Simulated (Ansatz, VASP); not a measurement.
# One calculation of Si, two programs

The input INCAR:

```
ALGO = Normal ; EDIFF = 1E-6
ENCUT = 520 ; ISIF = 2
ISMEAR = -1 ; LASPH = True
LCHARG = False ; LREAL = False
LWAVE = False ; NBANDS = 11
NELM = 80 ; PREC = Accurate
SIGMA = 0.05
```

File KPOINTS:

```
k-points
0
Gamma
  15 15 15
```

POSCAR

```
Si
1.0
    0.0000000000      2.7016643793      2.7016643793
    2.7016643793      0.0000000000      2.7016643793
    2.7016643793      2.7016643793      0.0000000000
Si
2
Direct
    0.5000000000      0.5000000000      0.5000000000
    0.7500000000      0.7500000000      0.7500000000
```

Input for Ansatz:

```yaml
crystal:
  lattice:
    - [0.0, 2.7016643793, 2.7016643793]
    - [2.7016643793, 0.0, 2.7016643793]
    - [2.7016643793, 2.7016643793, 0.0]
  atoms:
    - { symbol: Si, position: [0.5, 0.5, 0.5] }
    - { symbol: Si, position: [0.75, 0.75, 0.75] }
hamiltonian:
  xc: lda
  pseudopotentials:
    kind: paw
    azcp:
      Si: "pseudopotentials/Si.paw.azcp"
basis:
  ecutwfc: 420
  fft_grid_basis: typed
kpoints:
  mp_grid: { grid: [15, 15, 15], shift: [0, 0, 0] }
magnetization:
  spin_polarized: false
scf:
  occupations: { method: fermi_dirac, width: 0.05 }
  lower_state_search: "off"
output:
  stress: true
```

Alike in both runs: task single point; functional LDA; k mesh 15 × 15 × 15; occupations fermi-dirac, width 0.05 eV; no spin polarisation.

|  | VASP | Ansatz |
| --- | --- | --- |
| version | VASP 6.6.1 | Ansatz 0.2.0 |
| potentials or method | VASP PAW LDA potentials, release 64 (Si) | plane waves (420 eV) with PAW, scalar-relativistic |
| plane-wave cutoff (eV) | 520 | 420 |
| valence electrons in the cell | 8 | 8 |

VASP gave:

| Quantity | Value |
| --- | --- |
| pressure (GPa) | 0.0 |

Task: Which values does Ansatz return?

Result: Pressure (GPa): -0.1.

Ansatz warned: «pseudo_functional_mismatch».
